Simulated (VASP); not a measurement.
# In (Im-3m) in VASP: a series of runs

Runs on In. Level: BLYP. Tasks: single point, relaxation of cell and atoms.

Program: VASP 6.6.1. These are calculated values, not measurements. Logs are shortened: lines on timing, memory, paths and dates and some standing lists are left out, and cuts for length are marked.

## 1. Starting point

The structure is cubic, space group Im-3m (No. 229). Conventional cell: a = 3.980 Å, b = 3.980 Å, c = 3.980 Å, α = 90.00°, β = 90.00°, γ = 90.00°. In (site symmetry m-3m) is surrounded by 8 In at 3.45 Å.

The cell was built by a generator and needn't be a form met in nature.

## 2. Single point, BLYP

Contents of INCAR:

```
PREC = Accurate
ENCUT = 520
EDIFF = 1E-7
ISMEAR = -1
SIGMA = 0.1
LREAL = False
LASPH = True
NELM = 80
ALGO = Normal
ISIF = 2
LWAVE = False
LCHARG = False
GGA = B5
ALDAX = 1.0
AGGAX = 1.0
AGGAC = 1.0
ALDAC = 0.0
NBANDS = 12
```

Contents of KPOINTS:

```
regular mesh
0
Gamma
  12 12 12
```

Contents of POSCAR:

```
In
1.0
   -1.9901335492      1.9901335492      1.9901335492
    1.9901335492     -1.9901335492      1.9901335492
    1.9901335492      1.9901335492     -1.9901335492
In
1
Direct
    0.0000000000      0.0000000000      0.0000000000
```

Potentials or basis: VASP PAW PBE potentials, release 64 (In_d).

Started as:

```bash
$ cat potpaw_PBE.64/In_d/POTCAR > POTCAR
$ mpirun -np 1 vasp_std > vasp.out
```

OUTCAR:

```text
PREC = Accurate
   ENCUT = 520
   EDIFF = 1E-7
   ISMEAR = -1
   LREAL = False
   LASPH = True
   NELM = 80
   ISIF = 2
   GGA = B5

 ion  position               nearest neighbor table
   1  0.000  0.000  0.000-

  LATTYP: Found a body centered cubic cell.
 ALAT       =     3.9802670984

  Lattice vectors:

 A1 = (  -1.9901335492,   1.9901335492,   1.9901335492)
 A2 = (   1.9901335492,  -1.9901335492,   1.9901335492)
 A3 = (   1.9901335492,   1.9901335492,  -1.9901335492)

Analysis of symmetry for initial positions (statically):
=====================================================================
 Subroutine PRICEL returns:
 Original cell was already a primitive cell.

 Routine SETGRP: Setting up the symmetry group for a
 body centered cubic supercell.

 Subroutine GETGRP returns: Found 48 space group operations
 (whereof 48 operations were pure point group operations)
 out of a pool of 48 trial point group operations.

The static configuration has the point symmetry O_h .

Analysis of symmetry for dynamics (positions and initial velocities):
=====================================================================
 Subroutine PRICEL returns:
 Original cell was already a primitive cell.

 Routine SETGRP: Setting up the symmetry group for a
 body centered cubic supercell.

 Subroutine GETGRP returns: Found 48 space group operations
 (whereof 48 operations were pure point group operations)
 out of a pool of 48 trial point group operations.

The dynamic configuration has the point symmetry O_h .

 Subroutine INISYM returns: Found 48 space group operations
 (whereof 48 operations are pure point group operations),
 and found     1 'primitive' translations

----------------------------------------------------------------------------------------

                                     Primitive cell

  volume of cell :      31.5287

  direct lattice vectors                    reciprocal lattice vectors
    -1.990133549  1.990133549  1.990133549     0.000000000  0.251239421  0.251239421
     1.990133549 -1.990133549  1.990133549     0.251239421  0.000000000  0.251239421
     1.990133549  1.990133549 -1.990133549     0.251239421  0.251239421  0.000000000

  length of vectors
     3.447012421  3.447012421  3.447012421     0.355306196  0.355306196  0.355306196

  position of ions in fractional coordinates (direct lattice)
     0.000000000  0.000000000  0.000000000

  ion indices of the primitive-cell ions
   primitive index   ion index
                 1           1

----------------------------------------------------------------------------------------

 KPOINTS: regular mesh

Automatic generation of k-mesh.
 Grid dimensions read from file:
 generate k-points for:   12   12   12

 Generating k-lattice:

  Cartesian coordinates                     Fractional coordinates (reciprocal lattice)
     0.000000000  0.020936618  0.020936618     0.083333333  0.000000000  0.000000000
     0.020936618  0.000000000  0.020936618     0.000000000  0.083333333  0.000000000
     0.020936618  0.020936618  0.000000000     0.000000000  0.000000000  0.083333333

  Length of vectors
     0.029608850  0.029608850  0.029608850

  Shift w.r.t. Gamma in fractional coordinates (k-lattice)
     0.000000000  0.000000000  0.000000000

 Subroutine IBZKPT returns following result:
 ===========================================

 Found     72 irreducible k-points:

 Following reciprocal coordinates:
            Coordinates               Weight
  0.000000  0.000000  0.000000      1.000000
  0.083333  0.000000  0.000000     12.000000
  0.166667  0.000000  0.000000     12.000000
  0.250000  0.000000  0.000000     12.000000
  0.333333  0.000000  0.000000     12.000000
  0.416667  0.000000  0.000000     12.000000
[... 16 lines left out ...]
  0.333333  0.083333  0.083333     24.000000
  0.416667  0.083333  0.083333     12.000000
 [... further k-points ...]
   k-points           NKPTS =     72   k-points in BZ     NKDIM =     72   number of bands    NBANDS=     12
   number of dos      NEDOS =    301   number of ions     NIONS =      1
   total plane-waves  NPLWV =  21952
   dimension x,y,z NGX =    28 NGY =   28 NGZ =   28
   dimension x,y,z NGXF=    56 NGYF=   56 NGZF=   56
   ions per type =               1
   NGX,Y,Z   is equivalent  to a cutoff of  13.50, 13.50, 13.50 a.u.
   NGXF,Y,Z  is equivalent  to a cutoff of  27.01, 27.01, 27.01 a.u.
 SYSTEM =  unknown system
   PREC   = accura    normal or accurate (medium, high low for compatibility)
   ISTART =      0    job   : 0-new  1-cont  2-samecut
   ICHARG =      2    charge: 1-file 2-atom 10-const
   ISPIN  =      1    spin polarized calculation?
   LNONCOLLINEAR =      F non collinear calculations
   LSORBIT =      F    spin-orbit coupling
   LASPH  =      T    aspherical Exc in radial PAW
   ENCUT  =  520.0 eV  38.22 Ry    6.18 a.u.   6.41  6.41  6.41*2*pi/ulx,y,z
   NELM   =     80;   NELMIN=  2; NELMDL= -5     # of ELM steps
   EDIFF  = 0.1E-06   stopping-criterion for ELM
   LREAL  =      F    real-space projection
   EDIFFG = 0.1E-05   stopping-criterion for IOM
   NSW    =      0    number of steps for IOM
   IBRION =     -1    ionic relax: 0-MD 1-quasi-New 2-CG
   NFREE  =      0    steps in history (QN), initial steepest desc. (CG)
   ISIF   =      2    stress and relaxation
   ISYM   =      2    0-nonsym 1-usesym 2-fastsym
   POTIM  = 0.5000    time-step for ionic-motion
   TEBEG  =    0.0;   TEEND  =   0.0 temperature during run
   PSTRESS=    0.0 pullay stress
   NELECT =      13.0000    total number of electrons
   NUPDOWN=      -1.0000    fix difference up-down
   EMIN   =  10.00;   EMAX   =-10.00  energy-range for DOS
   EFERMI =   0.00;   METHOD = LEGACY
   ISMEAR =    -1;   SIGMA  =   0.10  broadening in eV -4-tet -1-fermi 0-gaus
   EFERMI_NEDOS =   21; number of points for ismear=-14 and -15
   IALGO  =     38    algorithm
   IMIX   =      4    mixing-type and parameters
     AMIX     =   0.40;   BMIX     =  1.00
     AMIX_MAG =   1.60;   BMIX_MAG =  1.00
  volume/ion in A,a.u.               =      31.53       212.77
  Fermi-wavevector in a.u.,A,eV,Ry     =   1.218486  2.302604 20.200667  1.484707
  Thomas-Fermi vector in A             =   2.353770
   LORBIT       =      0    0 simple, 1 ext, 2 COOP (PROOUT), +10 PAW based schemes
   GGA     = B5    functional components
   LHFCALC =     F    Hartree Fock is set to
   AEXX    =    0.0000 exact exchange contribution
   IVDW    =     0    specifies the selected vdW correction
   LEPSILON=     F    determine dielectric tensor
   LRPA    =     F    only Hartree local field effects (RPA)
 non-spin polarized calculation
  energy-cutoff  :      520.00
  volume of cell :       31.53
 maximum number of plane-waves:       887
 NGX is ok and might be reduce to    28
   NGX = 13   NGY = 13   NGZ = 13

 number of electron      13.0000004 magnetization

 Free energy of the ion-electron system (eV)
  ---------------------------------------------------
  ext. energy  EPLUGINS =         0.00000000
  ---------------------------------------------------
  free energy    TOTEN  =        -1.86851333 eV

  energy without entropy =       -1.84897966  energy(sigma->0) =       -1.85874649

 E-fermi :   6.0621     XC(G=0):  -8.8218

 val. band max:        6.0369114840   @ k =  -0.4167   0.4167   0.2500
 cond. band min:       6.1250540656   @ k =   0.2500   0.2500   0.0000
 fundamental gap:      0.0881425816
 Fermi energy:         6.0620767988

 k-point     1 :       0.0000    0.0000    0.0000
  band No.  band energies     occupation
      1      -8.5303      2.00000
      2      -8.5303      2.00000
      3      -8.5303      2.00000
      4      -8.3574      2.00000
      5      -8.3574      2.00000
      6      -2.3312      2.00000
      7      14.9577      0.00000
      8      14.9577      0.00000
      9      14.9577      0.00000
     10      18.7739      0.00000
     11      18.7739      0.00000
     12      18.7739      0.00000

 k-point     2 :       0.0833    0.0000    0.0000
  band No.  band energies     occupation
      1      -8.5345      2.00000
      2      -8.5253      2.00000
      3      -8.5123      2.00000
      4      -8.3620      2.00000
      5      -8.3577      2.00000
      6      -2.1937      2.00000
      7      13.8254      0.00000
      8      14.4445      0.00000
      9      14.7728      0.00000
     10      17.6038      0.00000
     11      17.9298      0.00000
     12      18.5202      0.00000

 k-point     3 :       0.1667    0.0000    0.0000
  band No.  band energies     occupation
      1      -8.5461      2.00000
      2      -8.5144      2.00000
      3      -8.4627      2.00000
      4      -8.3728      2.00000
      5      -8.3586      2.00000
      6      -1.7794      2.00000
      7      11.5425      0.00000
      8      13.4311      0.00000
      9      14.2723      0.00000
     10      16.6412      0.00000
     11      17.0261      0.00000
     12      18.5093      0.00000
[... 286 lines left out ...]
 k-point    23 :       0.3333    0.0833    0.0833
  band No.  band energies     occupation
      1      -8.5751      2.00000
      2      -8.5120      2.00000
      3      -8.3697      2.00000
      4      -8.3615      2.00000
      5      -8.2956      2.00000
      6       1.3207      2.00000
      7       5.1173      1.99984
      8       9.5971      0.00000
      9      10.9253      0.00000
     10      17.3258      0.00000
     11      17.7750      0.00000
     12      21.1776      0.00000

 k-point    24 :       0.4167    0.0833    0.0833
  band No.  band energies     occupation
      1      -8.5785      2.00000
      2      -8.5127      2.00000
      3      -8.3657      2.00000
      4      -8.3614      2.00000
      5      -8.2843      2.00000
      6       2.1932      2.00000
      7       3.9987      2.00000
      8       9.4194      0.00000
      9      10.8015      0.00000
     10      17.2349      0.00000
     11      17.6869      0.00000
     12      21.7873      0.00000

 [... further k-points ...]
[... 5 lines left out ...]
  --------------------------------------------------------------------------------------
  -------------------------------------------------------------------------------------
  Total       -0.0070406     -0.0070406     -0.0070406     -0.0000000     -0.0000000      0.0000000
  in kB       -0.3577758     -0.3577758     -0.3577758     -0.0000000     -0.0000000      0.0000000
  external PRESSURE =      -0.3577758 kB  Pullay stress =       0.0000000 kB

 VOLUME and BASIS-vectors are now :
 -----------------------------------------------------------------------------
  energy-cutoff  :      520.00
  volume of cell :       31.53
      direct lattice vectors                 reciprocal lattice vectors
    -1.990133549  1.990133549  1.990133549     0.000000000  0.251239421  0.251239421
     1.990133549 -1.990133549  1.990133549     0.251239421  0.000000000  0.251239421
     1.990133549  1.990133549 -1.990133549     0.251239421  0.251239421  0.000000000

 POSITION                                       TOTAL-FORCE (eV/Angst)
 -----------------------------------------------------------------------------------
      0.00000      0.00000      0.00000         0.000000      0.000000      0.000000
 -----------------------------------------------------------------------------------
    total drift:                               -0.000000     -0.000000     -0.000000

  FREE ENERGIE OF THE ION-ELECTRON SYSTEM (eV)
  ---------------------------------------------------
  free  energy   TOTEN  =        -1.8685133273 eV

  energy  without entropy=       -1.8489796612  energy(sigma->0) =       -1.85874649
```

Wall time 19 s (1 thread of Intel Xeon 6975P-C (Granite Rapids), shared host); peak memory 0.16 GiB.

Results:

* Free energy: -1.8685 eV
* Pressure: 0.0 GPa
* Band gap on the k mesh: none (metal or under the smearing width)

Caveat: the PAW data sets were made with another functional, which shifts forces and pressure a little.

(Part 1 of 2 ends here.)
